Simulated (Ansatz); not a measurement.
# SiO2 (I4/mmm) in Ansatz: electric field gradients with PBE

Aim: the electric field gradients of SiO2 with PBE.

Program: Ansatz 0.2.0. These are calculated values, not measurements. Logs are shortened: lines on timing, memory, paths and dates and some standing lists are left out, and cuts for length are marked.

### 1 The crystal as given

Symmetry: I4/mmm, No. 139, tetragonal system. Conventional cell: a = 8.944 Å, b = 8.944 Å, c = 5.224 Å, α = 90.00°, β = 90.00°, γ = 90.00°. Si (site symmetry m2m) has 4 O at 1.60 to 1.61 Å as nearest neighbours. O (site symmetry m2m) has 2 Si at 1.61 Å as nearest neighbours. O (site symmetry 2/m) has 2 Si at 1.60 Å as nearest neighbours.

The cell comes from a database or a generator and needn't be the stable form of this composition.

### 2 Electric field gradients, PBE

input.yaml reads:

```yaml
crystal:
  lattice:
    - [-4.47204052, 4.47204052, 2.61177035]
    - [4.47204052, -4.47204052, 2.61177035]
    - [4.47204052, 4.47204052, -2.61177035]
  atoms:
    - { symbol: Si, position: [0.82311142, 0.82311142, 0.64622284] }
    - { symbol: Si, position: [0.17688858, 0.82311142, 0.0] }
    - { symbol: Si, position: [0.82311142, 0.17688858, 0.0] }
    - { symbol: Si, position: [0.17688858, 0.17688858, 0.35377716] }
    - { symbol: O, position: [0.0, 0.79145134, 0.79145134] }
    - { symbol: O, position: [0.20854866, 0.0, 0.20854866] }
    - { symbol: O, position: [0.79145134, 0.0, 0.79145134] }
    - { symbol: O, position: [0.0, 0.20854866, 0.20854866] }
    - { symbol: O, position: [0.0, 0.0, 0.5] }
    - { symbol: O, position: [0.5, 0.0, 0.0] }
    - { symbol: O, position: [0.0, 0.5, 0.0] }
    - { symbol: O, position: [0.5, 0.5, 0.5] }
kpoints:
  mp_grid: { grid: [6, 6, 6] }
scf:
  occupations: { method: fermi_dirac, width: 0.05 }
hamiltonian:
  xc: pbe
  pseudopotentials: { kind: all_electron, datasets: crystal }
output:
  forces: true
  stress: true
  eigenvalues: true
  efg: {}
```

Potentials or basis: all-electron PAW datasets made for the crystal.

The run is started by

```
$ ansatz run input.yaml --threads 8 --pin off --max-ram 24576MiB --backend cpu --events-out ev --progress --plain --runs-dir out
```

The log of the run:

```text
Warning: RAYON_NUM_THREADS=8 ignored (pool sized by the plan → 8); use --threads N
hamiltonian.pseudopotentials.datasets: crystal makes datasets for this crystal and solves the spheres of its atoms anew in each pass: cutoff 560.0 eV, the density's 2800.0 eV; for an error of 0.50 meV an atom under PBE, 6.0 meV for the cell; an energy difference from a run of another recipe may be off by several times the error for the cell, under r2SCAN by more, where some 0.1 meV an atom stays at smaller errors; O in spheres of 0.841 Å, 6 of its electrons in bands; Si in spheres of 0.757 Å, 4 of its electrons in bands, 8 on its site; only band paths and densities of states list, in semicore columns, the levels of the semicore shells that are solved separately: 2s of Si, 2p of Si
Engine: ansatz 0.2.0, x86_64-unknown-linux-gnu
Pseudopotentials: kind: all_electron
Pseudopotential: Si, paw, valence charge 12, recommended cutoff 560 eV (normal), crystal/all_electron/pbe/scalar/gaussian/Si, Koelling and Harmon's equation, gaussian nucleus
Pseudopotential: O, paw, valence charge 6, recommended cutoff 560 eV (normal), crystal/all_electron/pbe/scalar/gaussian/O, Koelling and Harmon's equation, gaussian nucleus
Functional definition: PBE
  parameter kappa = 0.804
  parameter beta = 0.06672455060314922
  exchange = pbe_x(kappa = kappa, mu = beta*pi^2/3)
  correlation = pbe_c(beta = beta)
Crystal: 12 atoms, lattice volume = 208.933 Å³
Basis set: ecut = 560 eV, 6275 PW (Γ), exchange–correlation on 120×120×120 points (8 copies of the dense FFT grid, shifted against one another)
Bands: 44, of which v1, the nominal top of the filled ones, is band 32 counted from 1 (31 counted from 0)
Symmetry: 16 space group operations
Space group: I4/mmm (ITA 139), of the structure as read, at distance tolerance 5.9e-5 Å
k-points: 30 of 216
Non-local potential: Si, projectors of the file, l = 0: 1, l = 1: 1
Non-local potential: O, projectors of the file, l = 0: 1, l = 1: 2
PAW form: soft (Blöchl's): semilocal exchange-correlation on the pseudo side does not see the compensation charge
PAW one-centre angular grid: Si, 110 points (default); XC on its mesh's 1803 points in the sphere
PAW one-centre angular grid: O, 110 points (default); XC on its mesh's 1887 points in the sphere
Initial density: superposition of atomic densities (neutral atoms: chi_scale 0, normalization atom)
Initial wavefunctions: pseudopotential atomic-orbital guess
Functional: x = pbe(κ = 0.804, μ = 0.2195149727645171), c = pbe(β = 0.06672455060314922)
iter 1 solved again at ethr=7.18e-2 eV; its pass at ethr=1.00e-1 eV (dr2=4.59e1 eV) is discarded
SCF iter   1: F=—  HF=-47982.596311 eV  |F-HF|=—  |Δ(HF+E_count)|=         —  Δρ=1.58e-1  dr2=4.47e1  ethr=7.18e-2  ⟨swp⟩=2.1  Hψ=7629  notcnv=0
preconditioner: auto → Resta (q_TF=auto, 2.240 Å⁻¹)  ε∞=2.2  [insulator: Δε(μ)=8.092 eV  Ē_g=18.586 eV  σ=0.050 eV  W_gap=1.00  n_scr=44 (ndim 8)  ℏωp=20.6 eV  f_vac=0.237  D(μ)=0.00/eV (n_scr^D=0)  ε∞_Penn≈2.2]
iter 2 solved again at ethr=2.45e-3 eV; its pass at ethr=6.98e-2 eV (dr2=1.57e0 eV) is discarded
SCF iter   2: F=—  HF=-47969.824455 eV  |F-HF|=—  |Δ(HF+E_count)|=    1.28e1  Δρ=4.55e-2  dr2=1.66e0  ethr=2.45e-3  ⟨swp⟩=5.2  Hψ=6746  notcnv=0  defer=9
SCF iter   3: F=—  HF=-47969.607344 eV  |F-HF|=—  |Δ(HF+E_count)|=   2.17e-1  Δρ=2.03e-2  dr2=5.11e-1  ethr=2.45e-3  ⟨swp⟩=2.8  Hψ=2676  notcnv=0  defer=6
SCF iter   4: F=—  HF=-47969.583063 eV  |F-HF|=—  |Δ(HF+E_count)|=   2.43e-2  Δρ=7.78e-3  dr2=8.45e-2  ethr=7.98e-4  ⟨swp⟩=5.0  Hψ=3580  notcnv=0  defer=9
SCF iter   5: F=—  HF=-47969.579164 eV  |F-HF|=—  |Δ(HF+E_count)|=   3.90e-3  Δρ=1.50e-3  dr2=3.54e-3  ethr=1.32e-4  ⟨swp⟩=4.8  Hψ=2957  notcnv=0  defer=4
SCF iter   6: F=—  HF=-47969.581932 eV  |F-HF|=—  |Δ(HF+E_count)|=   2.77e-3  Δρ=5.12e-4  dr2=3.54e-4  ethr=5.54e-6  ⟨swp⟩=3.7  Hψ=3651  notcnv=0  defer=8
SCF iter   7: F=—  HF=-47969.581839 eV  |F-HF|=—  |Δ(HF+E_count)|=   9.33e-5  Δρ=2.67e-4  dr2=1.03e-4  ethr=5.53e-7  ⟨swp⟩=3.1  Hψ=3319  notcnv=0
SCF iter   8: F=—  HF=-47969.581810 eV  |F-HF|=—  |Δ(HF+E_count)|=   2.86e-5  Δρ=6.40e-5  dr2=6.60e-6  ethr=1.61e-7  ⟨swp⟩=3.0  Hψ=2555  notcnv=0
SCF iter   9: F=-47969.581809 eV  HF=-47969.581809 eV  |F-HF|=1.96e-7  |Δ(HF+E_count)|=   8.89e-7  Δρ=5.33e-6  dr2=6.23e-8  ethr=1.03e-8  ⟨swp⟩=3.0  Hψ=3006  notcnv=0
SCF 1 converged in 9 iterations: F = -47969.581798 eV  dr2 = 6.23e-8
  Residual-converged pass: ⟨swp⟩=4.0  Hψ=4016  notcnv=0  max |occ|·‖R‖ = 6.4e-6 eV (tolerance 6.7e-6 eV)  dr2=6.71e-8  dr2_onsite=1.87e-8  max |Δocc| = 0.0e0
SCF converged after 9 iterations
Free energy (F): -47969.581798 eV
Harris-Foulkes:  -47969.581798 eV  (|F-HF|=1.96e-7)
Internal energy: -47969.581798 eV  (E = F + TS)
E sigma→0 (E₀):  -47969.581798 eV
Past the cutoff: the bands carry plane waves up to 1.75 times it, of which those up to 1.5 times it add -0.000107 eV an atom, each by itself; the spheres take 0.000129 eV an atom off the energy for waves past 1.75 times it
By the cutoff:   a pressure is off by up to 0.006 GPa (1.2 times the spheres' own share and the shells' term, over an atom's volume, and 0.004 GPa: a bound that held against runs at twice the plane waves)
Past the cutoffs: a stress includes 0.0018 GPa for waves and charges beyond them, in addition to the slope of what the spheres take
In the spheres:  the bands' charges fall short by 1.2e-7 e at most (sound up to 1e-3), those of shells solved beside the bands by 1.9e-7 e (sound up to 5e-4)
Fermi energy:    3.284200 eV
--- Per-component energies (eV) ---
  E_band       = -420.696217
  E_kinetic    = 1575.082649
  E_local      = -16596.533006  (includes V_loc(G=0)·N_el)
  E_nonlocal   = -134.133523
  E_hartree    = 7363.997738
  E_xc         = -839.255857
  E_vxc        = -1033.345433  (∫ρ·V_xc dr)
  E_paw        = -52723.259305  (= ΣΔE_a)
  E_vpaw       = -15835.128194  (= ΣTr[D̂ρ^β])
  E_ewald      = -3490.849648
  E_smearing   = -0.000000  (= −TS)
  E_closure    = 16875.369155  (closes the sum)
  Σ components = -47969.581798   (vs F -47969.581798, Δ=0.00e0)
  The terms above E_closure are by the made datasets' own strengths, without shells solved beside the bands.
--- Forces (eV/Å), atoms counted from 1 ---
  atom   1  Si     0.03268952     0.03268952     0.00000000
  atom   2  Si     0.03268952    -0.03268952     0.00000000
  atom   3  Si    -0.03268952     0.03268952     0.00000000
  atom   4  Si    -0.03268952    -0.03268952     0.00000000
  atom   5  O     -0.21671528     0.00000000     0.00000000
  atom   6  O     -0.00000000     0.21671528    -0.00000000
  atom   7  O      0.00000000    -0.21671528     0.00000000
  atom   8  O      0.21671528     0.00000000     0.00000000
  atom   9  O      0.00000000     0.00000000    -0.00000000
  atom  10  O      0.00000000    -0.00000000     0.00000000
  atom  11  O      0.00000000    -0.00000000     0.00000000
  atom  12  O      0.00000000     0.00000000     0.00000000
  max |Σ_I F_I| component: 2.78e-17 eV/Å
--- Stress (GPa, compression-positive) ---
        3.580151       0.000000      -0.000000
        0.000000       3.580151       0.000000
       -0.000000       0.000000       3.803074
  P = ⅓ Tr σ = 3.6545 GPa (36.545 kbar)
  It holds what live shells' own plane waves past their cutoff add
--- PAW observables at the nuclei: V_zz in 10²¹ V/m², potentials from the cell's mean, atoms counted from 1 ---
  atom   1  Si V_zz =    +0.450421   η = 0.7817   by run symmetry: allowed
            electrostatic potential = -1352.057860 V   contact ρ = 12809.337119 e/Å³
  atom   2  Si V_zz =    +0.450421   η = 0.7817   by run symmetry: allowed
            electrostatic potential = -1352.057860 V   contact ρ = 12809.337119 e/Å³
  atom   3  Si V_zz =    +0.450421   η = 0.7817   by run symmetry: allowed
            electrostatic potential = -1352.057860 V   contact ρ = 12809.337119 e/Å³
  atom   4  Si V_zz =    +0.450421   η = 0.7817   by run symmetry: allowed
            electrostatic potential = -1352.057860 V   contact ρ = 12809.337119 e/Å³
  atom   5  O  V_zz =    +9.590578   η = 0.0503   by run symmetry: allowed
            electrostatic potential = -616.402973 V   contact ρ = 2153.481154 e/Å³
  atom   6  O  V_zz =    +9.590578   η = 0.0503   by run symmetry: allowed
            electrostatic potential = -616.402973 V   contact ρ = 2153.481159 e/Å³
  atom   7  O  V_zz =    +9.590578   η = 0.0503   by run symmetry: allowed
            electrostatic potential = -616.402973 V   contact ρ = 2153.481159 e/Å³
  atom   8  O  V_zz =    +9.590578   η = 0.0503   by run symmetry: allowed
            electrostatic potential = -616.402973 V   contact ρ = 2153.481154 e/Å³
  atom   9  O  V_zz =    +9.989607   η = 0.0028   by run symmetry: allowed
            electrostatic potential = -616.405480 V   contact ρ = 2153.065800 e/Å³
  atom  10  O  V_zz =    +9.989607   η = 0.0028   by run symmetry: allowed
            electrostatic potential = -616.405480 V   contact ρ = 2153.065800 e/Å³
  atom  11  O  V_zz =    +9.989607   η = 0.0028   by run symmetry: allowed
            electrostatic potential = -616.405480 V   contact ρ = 2153.065800 e/Å³
  atom  12  O  V_zz =    +9.989607   η = 0.0028   by run symmetry: allowed
            electrostatic potential = -616.405480 V   contact ρ = 2153.065800 e/Å³
--- Band table (eV; the first three rows and the last of 30) ---
  k-point 0: bands = ["-18.9920", "-18.1303", "-17.5820", "-17.5820", "-16.9876", "-16.9556", "-16.9556", "-16.9356", "-8.4950", "-8.4950", "-6.9388", "-5.5018", "-5.3189", "-5.3189", "-4.9827", "-4.9387", "-2.8427", "-2.2900", "-2.2900", "-2.1296", "-1.6283", "-1.5765", "-1.5765", "-1.4812", "-1.4812", "-0.9257", "-0.8907", "-0.8907", "-0.3402", "-0.1903", "0.4595", "0.4674", "5.9343", "8.8446", "9.0881", "9.3749", "9.6926", "10.0420", "10.0420", "10.7681"]
  k-point 1: bands = ["-18.9571", "-18.2358", "-17.5799", "-17.5126", "-16.9799", "-16.9556", "-16.9556", "-16.9383", "-8.5955", "-8.4861", "-6.7793", "-5.4695", "-5.3631", "-5.3054", "-5.0199", "-4.9737", "-2.8356", "-2.2512", "-2.2500", "-2.1157", "-1.6884", "-1.6550", "-1.6202", "-1.5779", "-1.4289", "-0.9962", "-0.9133", "-0.7785", "-0.1955", "-0.1402", "0.3954", "0.4255", "6.1018", "8.6810", "9.0454", "9.4517", "9.6037", "10.0712", "10.1520", "10.6036"]
  k-point 2: bands = ["-18.8592", "-18.4363", "-17.5758", "-17.4149", "-16.9619", "-16.9557", "-16.9556", "-16.9439", "-8.7620", "-8.4681", "-6.4637", "-5.4815", "-5.3797", "-5.2657", "-5.1193", "-5.0563", "-2.8113", "-2.1581", "-2.1424", "-2.0792", "-1.8352", "-1.7626", "-1.7469", "-1.7241", "-1.3707", "-1.1155", "-0.9600", "-0.4912", "-0.0131", "0.0144", "0.2024", "0.3306", "6.5623", "8.0501", "9.1167", "9.4653", "9.7539", "10.1831", "10.2909", "10.3506"]
  k-point 29: bands = ["-18.5712", "-18.5712", "-18.1580", "-16.9669", "-16.9585", "-16.9445", "-16.9442", "-16.9442", "-9.5503", "-7.4146", "-6.0742", "-6.0742", "-5.4454", "-5.2434", "-5.2434", "-4.9402", "-2.8540", "-2.5122", "-2.2019", "-2.0436", "-1.8775", "-1.8775", "-1.7869", "-1.3102", "-1.3102", "-1.0862", "-0.9538", "-0.5342", "-0.5342", "0.3049", "0.4731", "0.4731", "8.1136", "8.1441", "8.1441", "8.5036", "9.1981", "9.1981", "9.7130", "10.3715"]
```

It took 1.8 min on 8 threads of Intel Xeon at 2.50GHz (Skylake/Cascade Lake), shared host; peak memory 3 GiB.

Results:

- Free energy: -47969.5818 eV
- Pressure: 3.7 GPa
- Largest force: 0.217 eV/Å
- Band gap on the k mesh: 5.46 eV, indirect (least direct gap 5.47 eV)

Forces on the atoms (eV/Å):
```
Si   0.033  0.033  0.000
Si   0.033 -0.033  0.000
Si  -0.033  0.033  0.000
Si  -0.033 -0.033  0.000
O   -0.217  0.000  0.000
O    0.000  0.217  0.000
O    0.000 -0.217  0.000
O    0.217  0.000  0.000
O    0.000  0.000  0.000
O    0.000  0.000  0.000
O    0.000  0.000  0.000
O    0.000  0.000  0.000
```
